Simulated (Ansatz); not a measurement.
Relaxed ZnTe (zinc blende):

```
CELL_PARAMETERS angstrom
      0.00000     3.05670     3.05670
      3.05670     0.00000     3.05670
      3.05670     3.05670     0.00000
ATOMIC_POSITIONS crystal
  Te 0.75000 0.75000 0.75000
  Zn 0.00000 0.00000 0.00000
```

Scan: atom 1 (Te, nearest neighbour Zn at 2.647 Å; its periodic images, 4.3 Å or more away, move with it) is displaced along Cartesian x, direction (1.000, 0.000, 0.000) in Cartesian axes, by s. The other atoms stay.

These are r2SCAN (plane waves to 500 eV, PAW, scalar-relativistic; Ansatz, a program for electronic structure) values and carry that method's errors. k mesh 8×8×8 (Γ-centred), Fermi-Dirac smearing 0.05 eV. Energies are smeared free energies. Spin-orbit coupling is left out, though Te is heavy. ZnTe was relaxed with its symmetry unable to fall. The zero of ΔE is the undisplaced structure.

```tsv
s (Å)	ΔE (meV/cell)
-0.260	164.3
-0.208	105.7
-0.156	59.7
-0.104	26.6
-0.052	6.7
0.000	0.0
0.052	6.7
0.104	26.6
0.156	59.7
0.208	105.7
0.260	164.3
```

Problem. What force constant k = d²E/ds² at s = 0 does the table give?

Solution. 4.9 eV/Å². It is the second difference of the nearest points, corrected with the next pair.

Problem. With k = 4.93 eV/Å² from the forces, is the well harmonic out to s = 0.260 Å?

Solution. ½ks² = 166.8 meV/cell against the computed 164.3 meV/cell, so the well is close to harmonic there.

(A displaced cell: forces are minus the slopes of the energy, force constants its curvatures, and phonons follow from these.)
